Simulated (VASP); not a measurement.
Here is a VASP 6.6.1 calculation.

Contents of INCAR:

```
ALGO = Normal ; EDIFF = 0.05
EDIFFG = -0.002 ; ENCUT = 520
GGA = PS ; IBRION = 2
ISIF = 3 ; ISMEAR = 0
IVDW = 12 ; LASPH = True
LCHARG = False ; LREAL = False
LWAVE = False ; NELM = 100
NSW = 80 ; PREC = Accurate
PSTRESS = 60.0 ; SIGMA = 0.02
```

File KPOINTS:

```
k-points
0
Gamma
  12 12 12
```

File POSCAR:

```
P
1.0
    1.7257251800      0.9963479000      3.1296800100
   -1.7257251800      0.9963479000      3.1296800100
    0.0000000000     -1.9926957900      3.1296800100
P
2
Direct
    0.2270802500      0.2270802500      0.2270802500
    0.7729197500      0.7729197500      0.7729197500
```

Potentials or basis: VASP PAW PBE potentials, release 64 (P).

The run is started by

```sh
$ cat potpaw_PBE.64/P/POTCAR > POTCAR
$ mpirun -np 1 vasp_std > vasp.out
```

**Question.** Estimate the relaxed cell.

**Answer.** a = 3.340 Å, b = 3.340 Å, c = 3.340 Å, α = 60.12°, β = 60.12°, γ = 60.12°.

**Question.** Predict the dispersion energy per atom.

**Answer.** -0.429 eV.

Final structure:
```cif
data_structure
_symmetry_space_group_name_H-M 'P 1'
_symmetry_Int_Tables_number 1
_cell_length_a 3.3404
_cell_length_b 3.3404
_cell_length_c 3.3404
_cell_angle_alpha 60.123
_cell_angle_beta 60.123
_cell_angle_gamma 60.123
_cell_volume 26.43
loop_
_atom_site_label
_atom_site_type_symbol
_atom_site_fract_x
_atom_site_fract_y
_atom_site_fract_z
_atom_site_occupancy
P1 P 0.24370 0.24370 0.24370 1
P2 P 0.75630 0.75630 0.75630 1
```

Caveat: the cell is relaxed towards a set pressure, so the enthalpy falls and the energy may rise.
